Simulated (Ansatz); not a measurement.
## LiF under compression: one row to predict

The structure comes from a generated guess, relaxed at this level; another structure or a mixture of phases may lie lower.

These are results of Ansatz, DFT PBE, scalar-relativistic, plane waves, PAW, not measurements. Plane waves to 420 eV, a 6×6×8 mesh through Γ for the 6-atom cell and 0.02 eV Gaussian smearing; no spin polarisation.

```
Li F
1.0
     4.89537    0.00000    0.00000
    -2.44768    4.23951    0.00000
     0.00000    0.00000    2.92669
Li F
3 3
Direct
  0.62181 0.62181 0.00000
  0.37819 0.00000 0.33333
  0.00000 0.37819 0.66667
  0.00000 0.63369 0.16667
  0.36631 0.36631 0.50000
  0.63369 0.00000 0.83333
```

The cell was set to several volumes, with shape and atoms relaxed at each where symmetry leaves them free. Pressure is positive in compression, and energies count from the lowest row.

```tsv
row	V (Å³/atom)	P (GPa)	ΔE (meV/atom)	gap on mesh (eV)
1	8.909	8.70	29.7	8.27
2	9.212	?	?	?
3	9.516	3.69	6.7	7.90
4	9.820	1.72	1.6	7.73
5	10.123	0.03	0.0	7.57
6	10.427	-1.44	1.3	7.42
7	10.731	-2.68	5.3	7.28
8	11.136	-4.07	13.8	7.10
```

Task: Find B = −V·ΔP/ΔV from rows 4 and 6 and from rows 1 and 3, and from the two its slope B′ and its value B0 at zero pressure.

Result: Rows 4 and 6 give −(9.820 + 10.427)/2 × (-1.44 − (1.72))/(10.427 − 9.820) = 52.7 GPa at a mean pressure of 0.14 GPa. Rows 1 and 3 give −(8.909 + 9.516)/2 × (3.69 − (8.70))/(9.516 − 8.909) = 76.0 GPa at a mean pressure of 6.19 GPa. So B′ = (76.0 − 52.7)/(6.19 − (0.14)) = 3.85 and B0 = 52.7 − 3.85 × (0.14) = 52.2 GPa. A third-order Birch–Murnaghan fit to all the energies gives B0 = 52.0 GPa and B′ = 4.2.

Task: Estimate the pressure and energy of row 2.

Result: From row 5, V0 = 10.123 × (1 + (0.03)/52.2) = 10.129 Å³/atom. Murnaghan's form P = (B0/B′)·[(V0/V)^B′ − 1] gives (52.2/3.85) × [(10.129/9.212)^3.85 − 1] = 5.98 GPa; the computed pressure is 6.00 GPa, so the estimate is off by -0.02 GPa. The work of compression from row 3, with the mean of the two pressures, gives ΔE = 6.7 + (5.98 + 3.69)/2 × (9.516 − 9.212)/160.2 × 1000 = 15.9 meV/atom (1 eV/Å³ = 160.2 GPa); the computed value is 15.8 meV/atom.

Task: Fit the gap against pressure through the other rows and estimate it at the computed pressure of row 2.

Result: Over the 7 rows the mean pressure is 0.8500 GPa and the mean gap is 7.610 eV. The sums of products of deviations are S_xx = 113 and S_xy = 10.25, so the slope is 10.25/113 = 0.09071 (r = 0.99, rms misfit 0.04 eV). At 6.00 GPa the line gives 7.610 + (0.09071) × (6.00 − 0.8500) = 8.08 eV. The computed value is 8.08 eV, so the line is off by 0.00 eV, no more than the largest miss among the fitted rows (0.06 eV).

Kohn–Sham gaps at this level usually fall short of measured ones. All volumes keep the k mesh of the relaxed cell. A structure relaxed within its symmetry needn't be a true minimum. Another cell of LiF relaxed alike, in Fm-3m, lies 41 meV/atom lower, so this cell isn't the stable form at this level.
